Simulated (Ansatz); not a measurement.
Crystal: AlN.

```
Al N
1.0
     0.00000    2.18399    2.18399
     2.18399    0.00000    2.18399
     2.18399    2.18399    0.00000
Al N
1 1
Direct
  0.00000 0.00000 0.00000
  0.25000 0.25000 0.25000
```

Measurements of this composition are mostly on another form, of space group No. 186.

Program: Ansatz 0.2.0. Alike in all runs: no spin polarisation; cell as given.

Order these runs on this cell by their band gap on the k mesh, lowest first.
A. level HF; potentials or basis Ansatz PAW; k mesh 6 × 6 × 6; cutoff (eV) 420; smearing fermi-dirac 0.05 eV; points for each segment of the path 4
B. level BPBE; potentials or basis Ansatz PAW; k mesh 10 × 10 × 10; cutoff (eV) 420; smearing fermi-dirac 0.05 eV; points for each segment of the path 14
C. level r2SCAN; potentials or basis Ansatz PAW; k mesh 10 × 10 × 10; cutoff (eV) 500; smearing fixed
D. level BHLYP; potentials or basis Ansatz PAW; k mesh 6 × 6 × 6; cutoff (eV) 420; smearing fermi-dirac 0.05 eV; points for each segment of the path 4
E. level PBEsol; potentials or basis PseudoDojo stringent (PBEsol files); k mesh 10 × 10 × 10; cutoff (eV) 1143; smearing fermi-dirac 0.05 eV; points for each segment of the path 14

E (3.19 eV), B (3.35 eV), C (3.94 eV), D (7.75 eV), A (12.07 eV).

A k mesh can miss the band edges.

Runs at the PBE level aren't shown here.
